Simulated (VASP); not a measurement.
Runs of VASP 6.6.1 on As. It takes space group Pm-3m (No. 221, cubic). Conventional cell: a = 2.704 Å, b = 2.704 Å, c = 2.704 Å, α = 90.00°, β = 90.00°, γ = 90.00°. As (site symmetry m-3m) has 6 As at 2.70 Å as nearest neighbours. This isn't the form of As at room conditions, which is rhombohedral.

```csv
task,level,potentials or basis,spin,cell,k mesh,cutoff (eV),smearing,grid for exact exchange (PRECFOCK),exchange at q = 0,mesh quality,gap on the mesh (eV),pressure (GPa)
single point,HSE03+D3,"VASP PAW PBE potentials, release 64 (As_GW)","SOC, no magnetisation",as given,5 × 5 × 5,550,fermi-dirac 0.02 eV,Normal,-,coarse,-,-1.3
atomic charges,LDA,"VASP PAW LDA potentials, release 64 (As)","non-collinear, random start",as given,7 × 7 × 7,520,fermi-dirac 0.05 eV,-,-,not flagged,none,(a)
single point,RPBE,"VASP PAW PBE potentials, release 64 (As)",off,as given,10 × 10 × 10,520,gaussian 0.05 eV,-,-,not flagged,none,4.0
electric field gradients,PBE0+D3(BJ),"VASP PAW PBE potentials, release 64 (As)",off,cell strained at random at fixed volume,5 × 5 × 5,500,tetrahedron,Fast,default,coarse,none,-7.5
```

Problem. Fill in the values left out.

Solution. (a) -2.5.

Caveats: some runs use coarse meshes; the PAW data sets were made with another functional, which shifts forces and pressure a little (some runs); pairwise dispersion overbinds metals, which lowers pressure and volume (some runs); tetrahedron occupations give inexact forces and stress in metals (some runs).

A k mesh can miss the band edges, and rows without SOC leave out spin-orbit coupling on As.

A gap of «none» marks a metal or a gap under the smearing width.

Runs at the PBE level aren't shown here.
